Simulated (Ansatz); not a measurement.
**Ytterbium, simple cubic: HSE06 at the PBE geometry**

Aim: see what exact exchange does to the levels, and what it costs. Spin polarisation is left out. The geometry was relaxed under PBE beforehand and is kept. Exact exchange is dear, so the k-mesh is coarse, and PBE is run on the same mesh for comparison.

Program: Ansatz 0.2.0. Level of theory: DFT, plane waves (420 eV) with PBE-made PAW files, scalar-relativistic; functionals as named at each step. These are calculated values, not measurements.

**1. The starting structure**

It takes space group Pm-3m (No. 221, cubic). The conventional cell has a = 3.390 Å, b = 3.390 Å, c = 3.390 Å, α = 90.00°, β = 90.00°, γ = 90.00°. Yb (site symmetry m-3m) has 6 Yb at 3.39 Å as nearest neighbours.

Structure file:

```cif
data_structure
_symmetry_space_group_name_H-M 'P 1'
_symmetry_Int_Tables_number 1
_cell_length_a 3.3896
_cell_length_b 3.3896
_cell_length_c 3.3896
_cell_angle_alpha 90.000
_cell_angle_beta 90.000
_cell_angle_gamma 90.000
_cell_volume 38.94
loop_
_atom_site_label
_atom_site_type_symbol
_atom_site_fract_x
_atom_site_fract_y
_atom_site_fract_z
_atom_site_occupancy
Yb1 Yb 0.00000 0.00000 0.00000 1
```

**2. PBE on the coarse mesh**

The run with PBE.

File input.yaml:

```yaml
crystal:
  lattice:
    - [3.3895682855, 0.0, 0.0]
    - [0.0, 3.3895682855, 0.0]
    - [0.0, 0.0, 3.3895682855]
  atoms:
    - { symbol: Yb, position: [0.0, 0.0, 0.0] }
hamiltonian:
  xc: pbe
  pseudopotentials:
    kind: paw
    azcp:
      Yb: "pseudopotentials/Yb.paw.azcp"
basis:
  ecutwfc: 420
  fft_grid_basis: typed
kpoints:
  mp_grid: { grid: [5, 5, 5], shift: [0, 0, 0] }
magnetization:
  spin_polarized: false
scf:
  occupations: { method: fermi_dirac, width: 0.1 }
output:
  write_density: true
  write_potential: true
  elf: true
  volumetric_format: npy
```

Started as:

```sh
ansatz run input.yaml --threads 4 --pin off --max-ram 8192MiB --backend cpu --events-out ev --progress --plain --runs-dir out
```

**3. HSE06, coarse mesh**

The run with HSE06.

input.yaml: that of step 2 with these lines changed.

```diff
@@ -8,3 +8,3 @@
 hamiltonian:
-  xc: pbe
+  xc: hse06
   pseudopotentials:
@@ -22,6 +22 @@
   occupations: { method: fermi_dirac, width: 0.1 }
-output:
-  write_density: true
-  write_potential: true
-  elf: true
-  volumetric_format: npy
```

(Steps that only read results are left out.)

Q: Predict the outcome of this session. Wanted: PBE: gap; HSE06: gap.

The runs gave:

```
                         quantity                         value
                         PBE: gap  none (levels filled in part)
                       HSE06: gap  none (levels filled in part)
HSE06: SCF cycles, exchange loops                         27, 3
 HSE06: CPU time over that of PBE                            18
```

What this shows: Neither PBE nor HSE06 shows a clean gap on this mesh. HSE06 cost 18 times the CPU time of PBE. The exchange operator of HSE06 was renewed in 3 outer loops. Absolute energies differ from functional to functional, by eV per atom at times, and say nothing by themselves.
